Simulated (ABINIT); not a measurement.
A calculation with ABINIT 10.8.3 (patched build) of Hf (ASE script, structure typed inline):

run.py

```python
import json, os
import numpy as np
from ase.units import GPa
from ase.calculators.abinit import Abinit, AbinitProfile
from ase import Atoms

atoms = Atoms(['Hf', 'Hf'],
              cell=[[3.19669852, 0.0, 0.0], [-1.59834926, 2.76842213, 0.0], [0.0, 0.0, 5.0578]],
              scaled_positions=[[0.28960743, 0.6072755, 0.24735455], [0.71039257, 0.3927245, 0.75264545]],
              pbc=True)

profile = AbinitProfile(command='abinit', pp_paths=[os.path.abspath('pseudos')])
params = dict(
    pps='pawxml', xc='PBE',
    chksymtnons=0,
    tolsym=1e-06,
    ecut=517.0163,
    pawecutdg=1034.0327,
    pawxcdev=0,
    kptopt=1,
    ngkpt=[10, 10, 5],
    nshiftk=1,
    shiftk=[0.0, 0.0, 0.0],
    ixc=11,
    nband=16,
    occopt=3,
    tsmear=0.05,
    nstep=100,
    tolvrs=1e-09,
    prtwf=0,
    prtden=0,
)

atoms.calc = Abinit(profile=profile, directory='run', **params)
energy = atoms.get_potential_energy()
forces = atoms.get_forces()
stress = atoms.get_stress()
print(f'energy {energy:.6f} eV')
print('forces (eV/A)')
print(np.round(forces, 5))
print('stress (GPa, Voigt, tension positive)', np.round(stress / GPa, 4))
json.dump(dict(energy=energy, forces=forces.tolist(), stress=stress.tolist(), cell=atoms.cell.tolist(), frac=atoms.get_scaled_positions(wrap=False).tolist()), open('results.json', 'w'))
```

Potentials or basis: JTH PAW PBE v2.0.

Launch:

```sh
$ python run.py
```

This isn't the form of Hf at room conditions, which is hcp.

Q: Write the same calculation in another form: native input, structure typed inline.

A: As run:

run.abi

```
pp_dirpath "./"
pseudos "Hf.GGA_PBE-JTH.xml"

acell 3*1.0
rprim
     6.0408847058     0.0000000000     0.0000000000
    -3.0204423529     5.2315596231     0.0000000000
     0.0000000000     0.0000000000     9.5578567931
ntypat 1
znucl 72
natom 2
typat 1 1
xred
     0.2896074300     0.6072755000     0.2473545500
     0.7103925700     0.3927245000     0.7526454500
chkprim 0
chksymtnons 0
tolsym 1.0e-6

ecut 19.0
pawecutdg 38.0
pawxcdev 0

kptopt 1
ngkpt 10 10 5
nshiftk 1
shiftk 0.0 0.0 0.0

ixc 11

nband 16
occopt 3
tsmear 0.00183747

nstep 100
tolvrs 1.0e-9

iomode 3
prtwf 0
prteig 0
prtebands 0
enunit 1
prtden 1
prtvha 1
prtvclmb 1
prtpot 1
```

Potentials or basis: JTH PAW PBE v2.0.

Command:

```console
$ abinit run.abi > log 2>&1
```

Both were run:

|  | ASE script, structure typed inline | native input, structure typed inline |
| --- | --- | --- |
| Pressure | 0.6 GPa | 0.6 GPa |
| Largest force | 0.558 eV/Å | 0.558 eV/Å |
| Band gap on the k mesh | none (metal or under the smearing width) | none (metal or under the smearing width) |
| Valence electrons inside the program's atomic spheres | Hf 9.49 (radii [1.2759] Å) | Hf 9.49 (radii [1.2759] Å) |

Keys that steer only the numerical path or the files written may differ.
